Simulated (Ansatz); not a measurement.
## What U does to Eu (Fm-3m)

```
CELL_PARAMETERS angstrom
0.00000 2.78930 2.78930
2.78930 0.00000 2.78930
2.78930 2.78930 0.00000
ATOMIC_POSITIONS crystal
Eu 0.00000 0.00000 0.00000
```

The source of the geometry is a structure from the Materials Project; atoms and cell stay fixed.

Settings: PBE, 9×9×9 k mesh, Fermi–Dirac smearing of 0.08 eV. PAW means Ansatz 0.2.0 on its default frozen-core files; LAPW is all-electron LAPW in Ansatz 0.2.0. Site moments are integrated in spheres about the atoms, whose radii differ between the methods. Start moments of the first PAW run (μB): Eu 7.

U is Dudarev's effective value on Löwdin-orthogonalised free-atom orbitals with fully localised double counting, unless a row says otherwise (a row with U and J takes Liechtenstein's form); the search for lower states is left at its default. Gaps are Kohn–Sham gaps on the k mesh over both spins.

```tsv
run	largest site moment PAW (μB)	largest site moment LAPW (μB)	gap PAW (eV)	gap LAPW (eV)	Eu f electrons PAW	electrons LAPW	P PAW (GPa)	P LAPW (GPa)
no U	7.14	7.27	metal	metal	6.84	6.84	-0.5	-0.5
U = 3 eV on Eu f	7.22	7.34	metal	metal	6.95	6.95	0.7	0.7
U = 6 eV on Eu f	7.24	7.35	metal	metal	6.98	6.98	1.3	1.3
U = 8 eV on Eu f	7.24	7.36	metal	metal	6.99	6.99	1.5	1.5
U = 6 eV on Eu f, standard search for lower states	7.24	–	metal	–	6.98	–	1.3	–
```

Spin–orbit coupling is left out although heavy atoms are present. In at least one run the program's final test of stability wasn't made or came to no verdict. With open f shells a run can end in a state that isn't the lowest. These are results for the start and cell typed. The real compound can order otherwise, in a larger cell, or not at all, since semilocal functionals at zero temperature often overstate magnetism.
